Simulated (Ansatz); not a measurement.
Wires are cut from relaxed bulk Ti (Im-3m, not its usual structure, 17.25 Å³/atom, gap on the mesh 0.00 eV); atoms and period are relaxed, and energies count from that bulk.

These are results of DFT PBE, scalar-relativistic, plane waves, PAW (Ansatz), not measurements.

Cutoff 420 eV, Gaussian smearing of 0.05 eV, energies at zero smearing, symmetry of each start kept, no spin polarisation.

| start | atoms | k mesh | excess energy (eV per host atom) | line energy (eV/Å) | period (Å) | gap on the mesh (eV) |
| --- | --- | --- | --- | --- | --- | --- |
| [110] wire, 14 host atoms a period* | 14 | 1×1×12 | 0.750 | 3.737 | 2.810 | 0 |
| [110] wire, 16 host atoms a period* | 16 | 1×1×12 | 0.685 | 3.788 | 2.893 | 0 |

* ends far from its start.

Each run keeps its start's symmetry and one magnetic start, so lower states can exist.

Cost: 2 runs of about 48 core-minutes in all, on AMD EPYC 9R45 (Zen 5) (shared hosts).